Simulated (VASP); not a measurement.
# CdTe (F-43m) in VASP: Born charges and dielectric tensor with LDA

Aim: the Born charges and dielectric tensor of CdTe with LDA.

All numbers are computed with VASP 6.6.1; they aren't measurements. Logs are shortened: lines on timing, memory, paths and dates and some standing lists are left out, and cuts for length are marked.

**Measured values to compare with.**

A printed reference work, data compilation reports, for a bulk crystal of CdTe at 0 K: band gap 1.607 eV.

The runs below are set against these values where they give the same quantity.

### Step 1. The structure

Symmetry: F-43m, No. 216, cubic system. Conventional cell: a = 6.419 Å, b = 6.419 Å, c = 6.419 Å, α = 90.00°, β = 90.00°, γ = 90.00°. Cd (site symmetry -43m) is surrounded by 4 Te at 2.78 Å. Around Te (site symmetry -43m) lie 4 Cd at 2.78 Å.

The cell is a database's computed one.

### Step 2. Born charges and dielectric tensor, LDA

Contents of INCAR:

```
SYSTEM = CdTe
  PREC = Accurate
  ENCUT = 350
  EDIFF = 1E-8
  ISMEAR = 0
  SIGMA = 0.02
  LREAL = .False.
  LASPH = .True.
  NELM = 80
  ALGO = Normal
  ISIF = 2
  LWAVE = .False.
  LCHARG = .False.
  LEPSILON = .True.
  IBRION = 8
  NSW = 1
```

Contents of KPOINTS:

```
Automatic mesh
0
Gamma
  10 10 10
  0 0 0
```

Contents of POSCAR:

```
CdTe
1.0
    0.0000000000      3.2096500000      3.2096500000
    3.2096500000      0.0000000000      3.2096500000
    3.2096500000      3.2096500000      0.0000000000
Cd Te
1 1
Direct
    0.0000000000      0.0000000000      0.0000000000
    0.7500000000      0.7500000000      0.7500000000
```

Potentials or basis: VASP PAW LDA potentials, release 64 (Cd, Te).

Started as:

```console
$ cat potpaw_LDA.64/Cd/POTCAR potpaw_LDA.64/Te/POTCAR > POTCAR
$ mpirun -np 1 vasp_std > vasp.out
```

OUTCAR:

```text
SYSTEM = CdTe
   PREC = Accurate
   ENCUT = 350
   EDIFF = 1E-8
   ISMEAR = 0
   LREAL = .False.
   LASPH = .True.
   NELM = 80
   ISIF = 2
   LEPSILON = .True.
   IBRION = 8
   NSW = 1

 ion  position               nearest neighbor table
   1  0.000  0.000  0.000-   2 2.78   2 2.78   2 2.78   2 2.78
   2  0.750  0.750  0.750-   1 2.78   1 2.78   1 2.78   1 2.78

  LATTYP: Found a face centered cubic cell.
 ALAT       =     6.4193000000

  Lattice vectors:

 A1 = (   0.0000000000,   3.2096500000,   3.2096500000)
 A2 = (   3.2096500000,   0.0000000000,   3.2096500000)
 A3 = (   3.2096500000,   3.2096500000,   0.0000000000)

Analysis of symmetry for initial positions (statically):
=====================================================================
 Subroutine PRICEL returns:
 Original cell was already a primitive cell.

 Routine SETGRP: Setting up the symmetry group for a
 face centered cubic supercell.

 Subroutine GETGRP returns: Found 24 space group operations
 (whereof 24 operations were pure point group operations)
 out of a pool of 48 trial point group operations.

The static configuration has the point symmetry T_d .

Analysis of symmetry for dynamics (positions and initial velocities):
=====================================================================
 Subroutine PRICEL returns:
 Original cell was already a primitive cell.

 Routine SETGRP: Setting up the symmetry group for a
 face centered cubic supercell.

 Subroutine GETGRP returns: Found 24 space group operations
 (whereof 24 operations were pure point group operations)
 out of a pool of 48 trial point group operations.

The dynamic configuration has the point symmetry T_d .

 Subroutine INISYM returns: Found 24 space group operations
 (whereof 24 operations are pure point group operations),
 and found     1 'primitive' translations

----------------------------------------------------------------------------------------

                                     Primitive cell

  volume of cell :      66.1307

  direct lattice vectors                    reciprocal lattice vectors
     0.000000000  3.209650000  3.209650000    -0.155780225  0.155780225  0.155780225
     3.209650000  0.000000000  3.209650000     0.155780225 -0.155780225  0.155780225
     3.209650000  3.209650000  0.000000000     0.155780225  0.155780225 -0.155780225

  length of vectors
     4.539130560  4.539130560  4.539130560     0.269819265  0.269819265  0.269819265

  position of ions in fractional coordinates (direct lattice)
     0.000000000  0.000000000  0.000000000
     0.750000000  0.750000000  0.750000000

  ion indices of the primitive-cell ions
   primitive index   ion index
                 1           1
                 2           2

----------------------------------------------------------------------------------------

 KPOINTS: Automatic mesh

Automatic generation of k-mesh.
 Grid dimensions read from file:
 generate k-points for:   10   10   10

 Generating k-lattice:

  Cartesian coordinates                     Fractional coordinates (reciprocal lattice)
[... 533 lines left out ...]
  ---------------------------------------------------
  ---------------------------------------------------
  free energy    TOTEN  =        -1.86088075 eV

  energy without entropy =       -1.86088075

------------------------ aborting loop because EDIFF is reached ----------------------------------------

--------------------------------------- Ionic step        2  -------------------------------------------

------------------------ aborting loop because EDIFF is reached ----------------------------------------

--------------------------------------- Ionic step        3  -------------------------------------------

------------------------ aborting loop because EDIFF is reached ----------------------------------------

 PIEZOELECTRIC TENSOR FIELD DIRECTION 3  (e Angst)
 -----------------------------------------------------------------------------
    -0.00155  2.54967  0.00000           (  0.00000 -0.07015  0.00000)
     2.54967 -0.00155  0.00000           ( -0.07015  0.00000  0.00000)
     0.00000  0.00000 -0.00067           (  0.00000  0.00000  0.00000)

 PIEZOELECTRIC TENSOR FIELD DIRECTION 3  (C/m^2)
 -----------------------------------------------------------------------------
    -0.00038  0.61772  0.00000
     0.61772 -0.00038  0.00000
     0.00000  0.00000 -0.00016

--------------------------------------- Ionic step        4  -------------------------------------------

------------------------ aborting loop because EDIFF is reached ----------------------------------------

[... ionic steps 5 to 6 ...]

--------------------------------------- Ionic step        7  -------------------------------------------

 Free energy of the ion-electron system (eV)
  ---------------------------------------------------
  ---------------------------------------------------
  free energy    TOTEN  =        -0.04945165 eV

  energy without entropy =       -0.04945165

------------------------ aborting loop because EDIFF is reached ----------------------------------------

 INTERNAL STRAIN TENSOR  FOR ION    2  DIRECTION 1   (eV/Angst):
 -----------------------------------------------------------------------------
    -0.00625  0.00000  0.00000
     0.00000  0.00521  6.17055
     0.00000  6.17055  0.00521

 MACROSCOPIC STATIC DIELECTRIC TENSOR (including local field effects in DFT)
 ------------------------------------------------------
          10.709444     0.000000     0.000000
          -0.000000    10.709444     0.000000
           0.000000    -0.000000    10.709444
 ------------------------------------------------------

 PIEZOELECTRIC TENSOR (including local field effects)  for field in x, y, z        (e  Angst)
          XX          YY          ZZ          XY          YZ          ZX
  --------------------------------------------------------------------------------
  x     0.00000    -0.00000    -0.00000     0.00000     2.56396     0.00000
  y     0.00000     0.00000     0.00000     0.00000     0.00000     2.56396
  z     0.00000     0.00000     0.00000     2.56396     0.00000     0.00000

 PIEZOELECTRIC TENSOR (including local field effects)  for field in x, y, z        (C/m^2)
          XX          YY          ZZ          XY          YZ          ZX
  --------------------------------------------------------------------------------
  x     0.00000    -0.00000    -0.00000     0.00000     0.62118     0.00000
  y     0.00000     0.00000     0.00000     0.00000     0.00000     0.62118
  z     0.00000     0.00000     0.00000     0.62118     0.00000     0.00000

 BORN EFFECTIVE CHARGES (including local field effects) (in |e|, cummulative output)
 ---------------------------------------------------------------------------------
 ion    1
    1     2.16976    -0.00000    -0.00000
    2     0.00000     2.16976     0.00000
    3     0.00000    -0.00000     2.16976
 ion    2
    1    -2.16976     0.00000     0.00000
    2    -0.00000    -2.16976    -0.00000
    3    -0.00000     0.00000    -2.16976

 INTERNAL STRAIN TENSOR FOR ION    2 for displacements in x,y,z  (eV/Angst):
          X           Y           Z          XY          YZ          ZX
  --------------------------------------------------------------------------------
  x    -0.00000     0.00000     0.00000     0.00000     6.17055     0.00000
  y    -0.00000    -0.00000    -0.00000     0.00000     0.00000     6.17055
  z     0.00000     0.00000    -0.00000     6.17055     0.00000     0.00000

 SECOND DERIVATIVES (NOT SYMMETRIZED)
 ------------------------------------
               1X          1Y          1Z          2X          2Y          2Z
  1X    -4.882493    0.000000    0.000000    4.882493    0.000000    0.000000
  1Y     0.000000   -4.882493    0.000000    0.000000    4.882493    0.000000
  1Z     0.000000    0.000000   -4.882493    0.000000    0.000000    4.882493
  2X     4.875455    0.000000    0.000000   -4.875455    0.000000    0.000000
  2Y     0.000000    4.875455    0.000000    0.000000   -4.875455    0.000000
  2Z     0.000000    0.000000    4.875455    0.000000    0.000000   -4.875455

 Eigenvectors and eigenvalues of the dynamical matrix
 ----------------------------------------------------

   1 f  =    4.466946 THz    28.066652 2PiTHz  149.001293 cm-1    18.473798 meV
             X         Y         Z           dx          dy          dz
      0.000000  0.000000  0.000000     0.729384   -0.000000   -0.000000
      4.814475  4.814475  4.814475    -0.684104    0.000000   -0.000000
[... 21 lines left out ...]
   6 f/i=    0.001608 THz     0.010102 2PiTHz    0.053628 cm-1     0.006649 meV
             X         Y         Z           dx          dy          dz
      0.000000  0.000000  0.000000     0.004371   -0.312653    0.608463
      4.814475  4.814475  4.814475     0.004660   -0.333348    0.648737

--------------------------------------------------------------------------------------------------------

 MACROSCOPIC STATIC DIELECTRIC TENSOR IONIC CONTRIBUTION
 ------------------------------------------------------
           2.640332     0.000000    -0.000000
           0.000000     2.640332    -0.000000
          -0.000000    -0.000000     2.640332
 ------------------------------------------------------

 ELASTIC MODULI CONTR FROM IONIC RELAXATION (kBar)
 Direction    XX          YY          ZZ          XY          YZ          ZX
 --------------------------------------------------------------------------------
 XX          -0.0000     -0.0000      0.0000     -0.0000      0.0000      0.0000
 YY          -0.0000     -0.0000     -0.0000     -0.0000     -0.0000      0.0000
 ZZ           0.0000     -0.0000     -0.0000      0.0000     -0.0000      0.0000
 XY          -0.0000     -0.0000      0.0000   -196.7541      0.0000      0.0000
 YZ           0.0000     -0.0000     -0.0000      0.0000   -196.7541     -0.0000
 ZX           0.0000      0.0000      0.0000      0.0000     -0.0000   -196.7541
 --------------------------------------------------------------------------------

 PIEZOELECTRIC TENSOR IONIC CONTR  for field in x, y, z        (C/m^2)
          XX          YY          ZZ          XY          YZ          ZX
  --------------------------------------------------------------------------------
  x     0.00000    -0.00000    -0.00000     0.00000    -0.67821    -0.00000
  y     0.00000     0.00000     0.00000     0.00000    -0.00000    -0.67821
  z    -0.00000    -0.00000     0.00000    -0.67821     0.00000     0.00000
```

It took 5.5 min on 1 thread of Intel Xeon Platinum 8488C (Sapphire Rapids), shared host; peak memory 0.33 GiB.

Results:

| Quantity | Value |
| --- | --- |
| Band gap on the k mesh | 0.64 eV, direct |
| Electronic dielectric tensor (diagonal) | 10.71 |
| Born charges (mean of the diagonal) | Cd +2.17; Te -2.17 e |
| Highest phonon frequency at Γ, LO-TO splitting left out | 149 cm⁻¹ |

Levels at points of the mesh, in eV from the valence-band top:
```
           k point  band 5  band 6  band 7  band 8  band 9  band 10  band 11  band 12  band 13
(0.00, 0.00, 0.00)   -8.10   -8.10    0.00    0.00    0.00     0.64     4.48     4.48     4.48
(0.50, 0.00, 0.00)   -8.09   -7.73   -4.67   -0.83   -0.83     1.68     5.08     5.08     6.88
(0.50, 0.50, 0.00)   -8.06   -7.58   -4.52   -1.99   -1.99     2.38     2.54     8.80     9.13
```

Phonon frequencies in cm⁻¹ (negative: imaginary):
```tsv
q point	frequencies
(0.000, 0.000, 0.000)	0 0 0 149 149 149
```

Electronic dielectric tensor:
```
10.71  0.00  0.00
 0.00 10.71  0.00
 0.00  0.00 10.71
```

Born effective charge tensors (e):
atom 1, Cd
```
2.17 0.00 0.00
0.00 2.17 0.00
0.00 0.00 2.17
```
atom 2, Te
```
-2.17  0.00  0.00
 0.00 -2.17  0.00
 0.00  0.00 -2.17
```

Caveat: the gap is small at this level, which inflates the dielectric constant; spin-orbit coupling is left out, which moves the levels of the heavy elements.

### Step 3. Comparison with measurements

Step 2. Measured gap of CdTe: 1.607 eV (0 K; a printed reference work, data compilation). This calculation gives 0.64 eV (-0.97 eV). Spin-orbit coupling on Cd, Te is left out. The value is that of LDA, without temperature or zero-point motion. Semilocal functionals fall short of measured gaps as a rule. The cell is a database's relaxed one, not the measured one, which moves gaps too.
